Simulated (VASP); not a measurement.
# Sn (Fd-3m) in VASP: a series of runs

One crystal, Sn, is run at these levels: AM05, PBE; tasks: relaxation of cell and atoms.

Program: VASP 6.6.1. These are calculated values, not measurements. Logs are shortened: lines on timing, memory, paths and dates and some standing lists are left out, and cuts for length are marked.

**1. The structure**

Symmetry: Fd-3m, No. 227, cubic system. Conventional cell: a = 6.555 Å, b = 6.555 Å, c = 6.555 Å, α = 90.00°, β = 90.00°, γ = 90.00°. Around Sn (site symmetry -43m) lie 4 Sn at 2.84 Å.

This isn't the form of Sn at room conditions, which is tetragonal (white tin).

**2. Relaxation of cell and atoms, AM05**

Input file INCAR:

```
SYSTEM = Sn
PREC = Accurate
ENCUT = 600
EDIFF = 1E-7
ISMEAR = 0
SIGMA = 0.03
LREAL = .FALSE.
LASPH = .TRUE.
NELM = 80
ALGO = Normal
ISIF = 3
LWAVE = .FALSE.
LCHARG = .FALSE.
GGA = AM
IBRION = 2
NSW = 90
EDIFFG = -0.005
```

Input file KPOINTS:

```
regular mesh
0
G
  10 10 10
  0 0 0
```

Input file POSCAR:

```
Sn                                      
1.0
    0.0000000000      3.2776400334      3.2776400334
    3.2776400334      0.0000000000      3.2776400334
    3.2776400334      3.2776400334      0.0000000000
  Sn            
     2
Direct
     0.0000000000000000    0.0000000000000000    0.0000000000000000
     0.2500000000000000    0.2500000000000000    0.2500000000000000
```

Potentials or basis: VASP PAW PBE potentials, release 64 (Sn_d).

On the command line:

```sh
> cat potpaw_PBE.64/Sn_d/POTCAR > POTCAR
> mpirun -np 1 vasp_std > vasp.out
```

OUTCAR:

```text
SYSTEM = Sn
   PREC = Accurate
   ENCUT = 600
   EDIFF = 1E-7
   ISMEAR = 0
   LREAL = .FALSE.
   LASPH = .TRUE.
   NELM = 80
   ISIF = 3
   GGA = AM
   IBRION = 2
   NSW = 90
   EDIFFG = -0.005

 ion  position               nearest neighbor table
   1  0.000  0.000  0.000-   2 2.84   2 2.84   2 2.84   2 2.84
   2  0.250  0.250  0.250-   1 2.84   1 2.84   1 2.84   1 2.84

  LATTYP: Found a face centered cubic cell.
 ALAT       =     6.5552800668

  Lattice vectors:

 A1 = (   0.0000000000,   3.2776400334,   3.2776400334)
 A2 = (   3.2776400334,   0.0000000000,   3.2776400334)
 A3 = (   3.2776400334,   3.2776400334,   0.0000000000)

Analysis of symmetry for initial positions (statically):
=====================================================================
 Subroutine PRICEL returns:
 Original cell was already a primitive cell.

 Routine SETGRP: Setting up the symmetry group for a
 face centered cubic supercell.

 Subroutine GETGRP returns: Found 48 space group operations
 (whereof 24 operations were pure point group operations)
 out of a pool of 48 trial point group operations.

The static configuration has the point symmetry T_d .
 The point group associated with its full space group is O_h .

Analysis of symmetry for dynamics (positions and initial velocities):
=====================================================================
 Subroutine PRICEL returns:
 Original cell was already a primitive cell.

 Routine SETGRP: Setting up the symmetry group for a
 face centered cubic supercell.

 Subroutine GETGRP returns: Found 48 space group operations
 (whereof 24 operations were pure point group operations)
 out of a pool of 48 trial point group operations.

The dynamic configuration has the point symmetry T_d .
 The point group associated with its full space group is O_h .

 Subroutine INISYM returns: Found 48 space group operations
 (whereof 24 operations are pure point group operations),
 and found     1 'primitive' translations

----------------------------------------------------------------------------------------

                                     Primitive cell

  volume of cell :      70.4229

  direct lattice vectors                    reciprocal lattice vectors
     0.000000000  3.277640033  3.277640033    -0.152548784  0.152548784  0.152548784
     3.277640033  0.000000000  3.277640033     0.152548784 -0.152548784  0.152548784
     3.277640033  3.277640033  0.000000000     0.152548784  0.152548784 -0.152548784

  length of vectors
     4.635282988  4.635282988  4.635282988     0.264222244  0.264222244  0.264222244

  position of ions in fractional coordinates (direct lattice)
     0.000000000  0.000000000  0.000000000
     0.250000000  0.250000000  0.250000000

  ion indices of the primitive-cell ions
   primitive index   ion index
                 1           1
                 2           2

----------------------------------------------------------------------------------------

 KPOINTS: regular mesh

Automatic generation of k-mesh.
 Grid dimensions read from file:
 generate k-points for:   10   10   10

 Generating k-lattice:

  Cartesian coordinates                     Fractional coordinates (reciprocal lattice)
    -0.015254878  0.015254878  0.015254878     0.100000000  0.000000000  0.000000000
     0.015254878 -0.015254878  0.015254878     0.000000000  0.100000000  0.000000000
     0.015254878  0.015254878 -0.015254878     0.000000000  0.000000000  0.100000000

  Length of vectors
     0.026422224  0.026422224  0.026422224

  Shift w.r.t. Gamma in fractional coordinates (k-lattice)
     0.000000000  0.000000000  0.000000000

 Subroutine IBZKPT returns following result:
 ===========================================

 Found     47 irreducible k-points:

 Following reciprocal coordinates:
            Coordinates               Weight
  0.000000  0.000000  0.000000      1.000000
  0.100000  0.000000  0.000000      8.000000
  0.200000  0.000000  0.000000      8.000000
  0.300000  0.000000  0.000000      8.000000
  0.400000  0.000000  0.000000      8.000000
  0.500000  0.000000  0.000000      4.000000
[... 16 lines left out ...]
  0.300000  0.300000  0.000000      6.000000
  0.400000  0.300000  0.000000     24.000000
 [... further k-points ...]
   k-points           NKPTS =     47   k-points in BZ     NKDIM =     47   number of bands    NBANDS=     18
   number of dos      NEDOS =    301   number of ions     NIONS =      2
   total plane-waves  NPLWV =  64000
   dimension x,y,z NGX =    40 NGY =   40 NGZ =   40
   dimension x,y,z NGXF=    80 NGYF=   80 NGZF=   80
   ions per type =               2
   NGX,Y,Z   is equivalent  to a cutoff of  14.35, 14.35, 14.35 a.u.
   NGXF,Y,Z  is equivalent  to a cutoff of  28.69, 28.69, 28.69 a.u.
 SYSTEM =  Sn
   PREC   = accura    normal or accurate (medium, high low for compatibility)
   ISTART =      0    job   : 0-new  1-cont  2-samecut
   ICHARG =      2    charge: 1-file 2-atom 10-const
   ISPIN  =      1    spin polarized calculation?
   LNONCOLLINEAR =      F non collinear calculations
   LSORBIT =      F    spin-orbit coupling
   LASPH  =      T    aspherical Exc in radial PAW
   ENCUT  =  600.0 eV  44.10 Ry    6.64 a.u.   9.26  9.26  9.26*2*pi/ulx,y,z
   NELM   =     80;   NELMIN=  2; NELMDL= -5     # of ELM steps
   EDIFF  = 0.1E-06   stopping-criterion for ELM
   LREAL  =      F    real-space projection
   EDIFFG = -.5E-02   stopping-criterion for IOM
   NSW    =     90    number of steps for IOM
   IBRION =      2    ionic relax: 0-MD 1-quasi-New 2-CG
   NFREE  =      1    steps in history (QN), initial steepest desc. (CG)
   ISIF   =      3    stress and relaxation
   ISYM   =      2    0-nonsym 1-usesym 2-fastsym
   POTIM  = 0.5000    time-step for ionic-motion
   TEBEG  =    0.0;   TEEND  =   0.0 temperature during run
   PSTRESS=    0.0 pullay stress
   NELECT =      28.0000    total number of electrons
   NUPDOWN=      -1.0000    fix difference up-down
   EMIN   =  10.00;   EMAX   =-10.00  energy-range for DOS
   EFERMI =   0.00;   METHOD = LEGACY
   ISMEAR =     0;   SIGMA  =   0.03  broadening in eV -4-tet -1-fermi 0-gaus
   EFERMI_NEDOS =   21; number of points for ismear=-14 and -15
   IALGO  =     38    algorithm
   IMIX   =      4    mixing-type and parameters
     AMIX     =   0.40;   BMIX     =  1.00
     AMIX_MAG =   1.60;   BMIX_MAG =  1.00
  volume/ion in A,a.u.               =      35.21       237.62
  Fermi-wavevector in a.u.,A,eV,Ry     =   1.203805  2.274862 19.716845  1.449147
  Thomas-Fermi vector in A             =   2.339548
   LORBIT       =      0    0 simple, 1 ext, 2 COOP (PROOUT), +10 PAW based schemes
   GGA     = AM    functional components
   LHFCALC =     F    Hartree Fock is set to
   AEXX    =    0.0000 exact exchange contribution
   IVDW    =     0    specifies the selected vdW correction
   LEPSILON=     F    determine dielectric tensor
   LRPA    =     F    only Hartree local field effects (RPA)
 conjugate gradient relaxation of ions
 non-spin polarized calculation
 Gauss-broadening in eV      SIGMA  =   0.03
  energy-cutoff  :      600.00
  volume of cell :       70.42
 maximum number of plane-waves:      2397
 NGX is ok and might be reduce to    40
   NGX = 19   NGY = 19   NGZ = 19

 number of electron      28.0000001 magnetization

 Free energy of the ion-electron system (eV)
  ---------------------------------------------------
  ext. energy  EPLUGINS =         0.00000000
  ---------------------------------------------------
  free energy    TOTEN  =        -7.93236470 eV

  energy without entropy =       -7.93224865  energy(sigma->0) =       -7.93230668

 E-fermi :   5.1887     XC(G=0):  -8.7669

 val. band max:        5.1827916818   @ k =   0.5000   0.0000   0.0000
 cond. band min:       5.2445550054   @ k =   0.4000   0.0000   0.0000
 fundamental gap:      0.0617633236
 Fermi energy:         5.1887118367

 k-point     1 :       0.0000    0.0000    0.0000
  band No.  band energies     occupation
      1     -16.3133      2.00000
      2     -16.3133      2.00000
      3     -16.3133      2.00000
      4     -16.2593      2.00000
      5     -16.2593      2.00000
      6     -15.9704      2.00000
[... 10 lines left out ...]
     17       7.4118      0.00000
     18       7.4118      0.00000

 k-point     2 :       0.1000    0.0000    0.0000
  band No.  band energies     occupation
      1     -16.3204      2.00000
      2     -16.3204      2.00000
      3     -16.3110      2.00000
      4     -16.2495      2.00000
      5     -16.2495      2.00000
      6     -15.9880      2.00000
[... 10 lines left out ...]
     17       7.6517      0.00000
     18       7.8160      0.00000

 k-point     3 :       0.2000    0.0000    0.0000
  band No.  band energies     occupation
      1     -16.3322      2.00000
      2     -16.3322      2.00000
      3     -16.3049      2.00000
      4     -16.2311      2.00000
      5     -16.2311      2.00000
      6     -16.0062      2.00000
[... 10 lines left out ...]
     17       8.1047      0.00000
     18       8.9587      0.00000

 k-point     4 :       0.3000    0.0000    0.0000
  band No.  band energies     occupation
      1     -16.3410      2.00000
      2     -16.3410      2.00000
      3     -16.2971      2.00000
      4     -16.2152      2.00000
      5     -16.2152      2.00000
      6     -16.0198      2.00000
[... 375 lines left out ...]
      4     -16.2163      2.00000
      5     -16.1878      2.00000
      6     -16.0511      2.00000
[... 10 lines left out ...]
     17       8.7624      0.00000
     18       9.4473      0.00000

 k-point    23 :       0.3000    0.3000    0.0000
  band No.  band energies     occupation
      1     -16.3463      2.00000
      2     -16.3463      2.00000
      3     -16.3076      2.00000
      4     -16.1976      2.00000
      5     -16.1432      2.00000
      6     -16.1212      2.00000
[... 10 lines left out ...]
     17      10.6683      0.00000
     18      10.6683      0.00000

 k-point    24 :       0.4000    0.3000    0.0000
  band No.  band energies     occupation
      1     -16.3592      2.00000
      2     -16.3527      2.00000
      3     -16.2859      2.00000
      4     -16.1778      2.00000
      5     -16.1450      2.00000
      6     -16.1202      2.00000
[... 10 lines left out ...]
     17      10.6156      0.00000
     18      11.0772      0.00000

 [... further k-points ...]

------------------------ aborting loop because EDIFF is reached ----------------------------------------

  FORCE on cell =-STRESS in cart. coord.  units (eV):
  Direction    XX          YY          ZZ          XY          YZ          ZX
  --------------------------------------------------------------------------------------
  -------------------------------------------------------------------------------------
  Total        0.0051392      0.0051392      0.0051392      0.0000000      0.0000000     -0.0000000
  in kB        0.1169202      0.1169202      0.1169202      0.0000000      0.0000000     -0.0000000
  external PRESSURE =       0.1169202 kB  Pullay stress =       0.0000000 kB

 VOLUME and BASIS-vectors are now :
 -----------------------------------------------------------------------------
  energy-cutoff  :      600.00
  volume of cell :       70.42
      direct lattice vectors                 reciprocal lattice vectors
     0.000000000  3.277640033  3.277640033    -0.152548784  0.152548784  0.152548784
     3.277640033  0.000000000  3.277640033     0.152548784 -0.152548784  0.152548784
     3.277640033  3.277640033  0.000000000     0.152548784  0.152548784 -0.152548784

 POSITION                                       TOTAL-FORCE (eV/Angst)
 -----------------------------------------------------------------------------------
      0.00000      0.00000      0.00000        -0.000000     -0.000000     -0.000000
      1.63882      1.63882      1.63882         0.000000      0.000000      0.000000
 -----------------------------------------------------------------------------------
    total drift:                               -0.000000     -0.000000      0.000000

  FREE ENERGIE OF THE ION-ELECTRON SYSTEM (eV)
  ---------------------------------------------------
  free  energy   TOTEN  =        -7.9323646989 eV

  energy  without entropy=       -7.9322486532  energy(sigma->0) =       -7.93230668

 reached required accuracy - stopping structural energy minimisation
```

Wall time 44 s (1 thread of Intel Xeon Platinum 8488C (Sapphire Rapids), shared host); peak memory 0.25 GiB.

Results:

- Free energy: -7.9324 eV
- Pressure after relaxing: 0.0 GPa
- Band gap on the k mesh: none (metal or under the smearing width)

Final structure:
```
Sn
1.0
     0.00000    3.27764    3.27764
     3.27764    0.00000    3.27764
     3.27764    3.27764    0.00000
Sn
2
Direct
  0.00000 0.00000 0.00000
  0.25000 0.25000 0.25000
```

Caveat: the relaxation stopped at its first step, so nothing moved; the PAW data sets were made with another functional, which shifts forces and pressure a little.

**3. Relaxation of cell and atoms, PBE**

This run uses another cell than the first one, of 33.80 Å³/atom, 0.960 times its volume.

Input file INCAR:

```
SYSTEM = Sn
PREC = Accurate ; ENCUT = 300
EDIFF = 1E-6 ; ISMEAR = 0
SIGMA = 0.03 ; LREAL = .False.
LASPH = .True. ; NELM = 80
ALGO = Normal ; ISIF = 3
LWAVE = .False. ; LCHARG = .False.
GGA = PE ; IBRION = 2
NSW = 90 ; EDIFFG = -0.01
```

Input file KPOINTS:

```
regular mesh
0
Gamma
  5 5 5
  0 0 0
```

Input file POSCAR:

```
Sn
1.0
    0.0000000000      3.2333428000      3.2333428000
    3.2333428000      0.0000000000      3.2333428000
    3.2333428000      3.2333428000      0.0000000000
Sn
2
Direct
    0.0000000000      0.0000000000      0.0000000000
    0.2500000000      0.2500000000      0.2500000000
```

Potentials or basis: VASP PAW PBE potentials, release 64 (Sn).

On the command line:

```sh
> cat potpaw_PBE.64/Sn/POTCAR > POTCAR
> mpirun -np 1 vasp_std > vasp.out
```

Wall time 15 s (1 thread of Intel Xeon Platinum 8175M at 2.50GHz (Skylake/Cascade Lake), shared host); peak memory 0.15 GiB.

It converged, with:

```yaml
Free_energy: -7.5928 eV
Relaxed_volume: 36.99 Å³/atom
Relaxed_cell: a = 4.712 Å, b = 4.712 Å, c = 4.712 Å, α = 60.00°, β = 60.00°, γ = 60.00°
Space_group_after_relaxing_to_0.05_Å: Fd-3m (No. 227)
Energy_gained_by_relaxing: 37.3 meV/atom
Ionic_steps: 3
Pressure_after_relaxing: 0.0 GPa
Band_gap_on_the_k_mesh: none (metal or under the smearing width)
```

The path:
```tsv
step	energy change (eV)	largest force (eV/Å)	pressure (GPa)	volume (Å³)
1	0.0000	0.0000	4.06	67.61
2	-0.0665	0.0000	-1.05	76.35
3	-0.0745	0.0000	0.01	73.98
```

Final structure:
```cif
data_structure
_symmetry_space_group_name_H-M 'P 1'
_symmetry_Int_Tables_number 1
_cell_length_a 4.7120
_cell_length_b 4.7120
_cell_length_c 4.7120
_cell_angle_alpha 60.000
_cell_angle_beta 60.000
_cell_angle_gamma 60.000
_cell_volume 73.98
loop_
_atom_site_label
_atom_site_type_symbol
_atom_site_fract_x
_atom_site_fract_y
_atom_site_fract_z
_atom_site_occupancy
Sn1 Sn 0.00000 0.00000 0.00000 1
Sn2 Sn 0.25000 0.25000 0.25000 1
```

Levels at points of the mesh, in eV from the Fermi level:
| k point | band 1 | band 2 | band 3 | band 4 | band 5 | band 6 | band 7 | band 8 |
| --- | --- | --- | --- | --- | --- | --- | --- | --- |
| (0.00, 0.00, 0.00) | -10.00 | -1.04 | 0.19 | 0.19 | 0.19 | 2.24 | 2.24 | 2.24 |

**4. Relaxation of cell and atoms, PBE**

This run uses another cell than the first one, of 36.99 Å³/atom, 1.050 times its volume.

Input file INCAR:

```
SYSTEM = Sn
PREC = Accurate ; ENCUT = 300
EDIFF = 1E-7 ; ISMEAR = 0
SIGMA = 0.03 ; LREAL = .False.
LASPH = .True. ; NELM = 80
ALGO = Normal ; ISIF = 3
LWAVE = .False. ; LCHARG = .False.
GGA = PE ; IBRION = 2
NSW = 90 ; EDIFFG = -0.005
```

KPOINTS is that of step 3.

Input file POSCAR:

```
Sn                                      
1.0
    0.0000000000      3.3318684116      3.3318684116
    3.3318684116      0.0000000000      3.3318684116
    3.3318684116      3.3318684116      0.0000000000
  Sn            
     2
Direct
     0.0000000000000000    0.0000000000000000    0.0000000000000000
     0.2500000000000000    0.2500000000000000    0.2500000000000000
```

On the command line:

```sh
> cat potpaw_PBE.64/Sn/POTCAR > POTCAR
> mpirun -np 1 vasp_std > vasp.out
```

Run time: 7.6 s. Hardware: 1 thread of Intel Xeon Platinum 8175M at 2.50GHz (Skylake/Cascade Lake), shared host; peak memory 0.14 GiB.

It converged, with:

| Property | Result |
| --- | --- |
| Free energy | -7.5929 eV |
| Pressure after relaxing | 0.0 GPa |
| Band gap on the k mesh | none (metal or under the smearing width) |

Final structure:
```xyz
2
Lattice="0.0000 3.3319 3.3319 3.3319 0.0000 3.3319 3.3319 3.3319 0.0000" Properties=species:S:1:pos:R:3 pbc="T T T"
Sn    0.0000    0.0000    0.0000
Sn    1.6659    1.6659    1.6659
```

Levels at points of the mesh, in eV from the Fermi level:
| k point | band 2 | band 3 | band 4 | band 5 | band 6 | band 7 |
| --- | --- | --- | --- | --- | --- | --- |
| (0.00, 0.00, 0.00) | -1.04 | 0.19 | 0.19 | 0.19 | 2.24 | 2.24 |

Caveat: the relaxation stopped at its first step, so nothing moved.
